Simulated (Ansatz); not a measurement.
# Se: energies, forces and stress near the listed structure

Aim: see how energy, forces, stress and gap of Se answer to moves of single atoms, random distortions, further strains and shifts, swapped elements. Nothing is relaxed unless a step says so.

Computed with Ansatz 0.2.0 (DFT PBEsol, scalar-relativistic, plane waves, PAW, unless a step's input says otherwise).

1 further run of the same task is left out (set aside as unsound or not needed).

**1. The system as given**

The structure is trigonal, space group P3_221 (No. 154). The conventional cell has a = 4.355 Å, b = 4.355 Å, c = 4.949 Å, α = 90.00°, β = 90.00°, γ = 120.00°. Around Se (site symmetry 2) lie 2 Se at 2.32 Å.

Structure file:

```cif
data_structure
_symmetry_space_group_name_H-M 'P3_221'
_symmetry_Int_Tables_number 154
_cell_length_a 4.3552
_cell_length_b 4.3552
_cell_length_c 4.9495
_cell_angle_alpha 90.000
_cell_angle_beta 90.000
_cell_angle_gamma 120.000
_cell_volume 81.30
loop_
_atom_site_label
_atom_site_type_symbol
_atom_site_symmetry_multiplicity
_atom_site_Wyckoff_symbol
_atom_site_fract_x
_atom_site_fract_y
_atom_site_fract_z
_atom_site_occupancy
Se1 Se 3 b 0.21700 0.00000 0.16667 1
```

The structure comes from the Crystallography Open Database.

**2. A distortion of lower symmetry**

The change: strain xx, yy, zz, yz, xz, xy = -8.1, -0.5, +2.3, +0.4, +0.0, +0.0 %; atoms moved by 0.06 Å root mean square, at most 0.06 Å.

Input file input.yaml:

```yaml
crystal:
  lattice:
    - [4.0029235541, 0.0, 0.0]
    - [-2.001461777, 3.7532063095, 0.0158788047]
    - [0.0, 0.0208371845, 5.0640297675]
  atoms:
    - { symbol: Se, position: [0.2047699788, 0.0, 0.1666666667] }
    - { symbol: Se, position: [0.013698249, 0.2321664768, 0.8333071056] }
    - { symbol: Se, position: [0.7815317722, 0.7678335232, 0.5000262277] }
basis:
  ecutwfc: 420
kpoints:
  mp_grid: { grid: [9, 9, 6] }
hamiltonian:
  xc: pbesol
scf:
  occupations: { method: gaussian, width: 0.02 }
output:
  forces: true
  stress: true
  eigenvalues: true
  populations: true
```

**3. One element swapped: Se → Te, first probe**

Input file input.yaml:

```yaml
crystal:
  lattice:
    - [4.7475147194, 0.0, 0.0]
    - [-2.3737573597, 4.1114683518, 0.0]
    - [0.0, 0.0, 5.395332092]
  atoms:
    - { symbol: Te, position: [0.217, 0.0, 0.1666666667] }
    - { symbol: Te, position: [0.0, 0.217, 0.8333333333] }
    - { symbol: Te, position: [0.783, 0.783, 0.5] }
basis:
  ecutwfc: 420
kpoints:
  mp_grid: { grid: [6, 6, 4] }
hamiltonian:
  xc: pbesol
scf:
  occupations: { method: gaussian, width: 0.1 }
output:
  forces: true
  stress: true
  eigenvalues: true
```

**4. Substitution of an element: Se → Te**

input.yaml: that of step 3 with these lines changed.

```diff
@@ -12,3 +12,3 @@
 kpoints:
-  mp_grid: { grid: [6, 6, 4] }
+  mp_grid: { grid: [9, 9, 6] }
 hamiltonian:
@@ -16,3 +16,3 @@
 scf:
-  occupations: { method: gaussian, width: 0.1 }
+  occupations: { method: gaussian, width: 0.02 }
 output:
```

**5. One atom moved**

Input file input.yaml:

```yaml
crystal:
  lattice:
    - [4.3551696776, 0.0, 0.0]
    - [-2.1775848388, 3.7716875786, 0.0]
    - [0.0, 0.0, 4.94945]
  atoms:
    - { symbol: Se, position: [0.217, 0.0, 0.1666666667] }
    - { symbol: Se, position: [0.0, 0.217, 0.8333333333] }
    - { symbol: Se, position: [0.8174418269, 0.783, 0.5] }
basis:
  ecutwfc: 420
kpoints:
  mp_grid: { grid: [9, 9, 6] }
hamiltonian:
  xc: pbesol
scf:
  occupations: { method: gaussian, width: 0.02 }
output:
  forces: true
  stress: true
  eigenvalues: true
```

**6. A random distortion, cell strained**

Input file input.yaml:

```yaml
crystal:
  lattice:
    - [4.2743812801, -0.0025259984, 0.0217758484]
    - [-2.1393782188, 3.7216179099, -0.0185821669]
    - [0.02474725, -0.010096878, 4.886394007]
  atoms:
    - { symbol: Se, position: [0.2063674564, -0.0047697482, 0.1644199524] }
    - { symbol: Se, position: [0.0048777651, 0.2186915505, 0.8357356204] }
    - { symbol: Se, position: [0.7887547785, 0.7860781977, 0.4998424067] }
basis:
  ecutwfc: 420
kpoints:
  mp_grid: { grid: [9, 9, 6] }
hamiltonian:
  xc: pbesol
scf:
  occupations: { method: gaussian, width: 0.02 }
output:
  forces: true
  stress: true
  eigenvalues: true
```

**7. One element swapped, cell strained: Se → Te, first probe**

Input file input.yaml:

```yaml
crystal:
  lattice:
    - [4.859119862, 0.0, 0.0]
    - [-2.429559931, 4.2081212406, 0.0]
    - [0.0, 0.0, 5.5221662028]
  atoms:
    - { symbol: Te, position: [0.217, 0.0, 0.1666666667] }
    - { symbol: Te, position: [0.0, 0.217, 0.8333333333] }
    - { symbol: Te, position: [0.783, 0.783, 0.5] }
basis:
  ecutwfc: 420
kpoints:
  mp_grid: { grid: [6, 6, 4] }
hamiltonian:
  xc: pbesol
scf:
  occupations: { method: gaussian, width: 0.1 }
output:
  forces: true
  stress: true
  eigenvalues: true
```

**8. Substitution of an element, cell strained: Se → Te**

input.yaml: that of step 7 with these lines changed.

```diff
@@ -12,3 +12,3 @@
 kpoints:
-  mp_grid: { grid: [6, 6, 4] }
+  mp_grid: { grid: [6, 6, 6] }
 hamiltonian:
@@ -16,3 +16,3 @@
 scf:
-  occupations: { method: gaussian, width: 0.1 }
+  occupations: { method: gaussian, width: 0.02 }
 output:
```

**9. Random moves and strain, cell strained**

Input file input.yaml:

```yaml
crystal:
  lattice:
    - [4.3539937818, -0.071816748, 0.0627144434]
    - [-2.2391920191, 3.7151896069, -0.0257374072]
    - [0.07127208, 0.0073746805, 4.665450559]
  atoms:
    - { symbol: Se, position: [0.1984264853, -0.0141077433, 0.1684749484] }
    - { symbol: Se, position: [0.0057135431, 0.2298828274, 0.8338242969] }
    - { symbol: Se, position: [0.7958576754, 0.7842249159, 0.4977007546] }
basis:
  ecutwfc: 420
kpoints:
  mp_grid: { grid: [9, 9, 6] }
hamiltonian:
  xc: pbesol
scf:
  occupations: { method: gaussian, width: 0.02 }
output:
  forces: true
  stress: true
  eigenvalues: true
```

Q: Predict the outcome of this session. Wanted: for each run, case; energy; pressure; largest force.

**Answer**, as computed:

| step | case | energy (meV/atom) | pressure (GPa) | largest force (eV/Å) | gap on the mesh (eV) |
| --- | --- | --- | --- | --- | --- |
| 2 | a distortion of lower symmetry | +0.0 | 5.4 | 2.20 | 0.54 |
| 4 | substitution of an element: Se → Te | n/a | 11.7 | 3.73 | 0.86 |
| 5 | one atom moved | -10.9 | 4.8 | 1.90 | 0.86 |
| 6 | a random distortion, cell strained | +14.4 | 7.7 | 2.24 | 0.86 |
| 8 | substitution of an element, cell strained: Se → Te | n/a | 6.7 | 2.57 | 0.82 |
| 9 | random moves and strain, cell strained | +156.2 | 13.4 | 4.31 | 0.64 |

Energies are counted from step 2, with the smearing taken to zero. Other atoms or functionals have another zero of energy (n/a). 

In words: Among the distorted cells of the listed formula and level the largest force, 4.31 eV/Å, comes in step 9, shared by 2 atoms. Among the distorted cells of the listed formula and level the gap runs from 0.54 eV to 0.86 eV. Spin-orbit coupling is left out, which matters for the bands of Te.

The gaps are Kohn-Sham values of a semilocal functional, not quasiparticle or optical gaps. Such gaps usually fall short of the measured ones; spin-orbit coupling, left out here, narrows gaps with Te, so the two errors partly cancel.
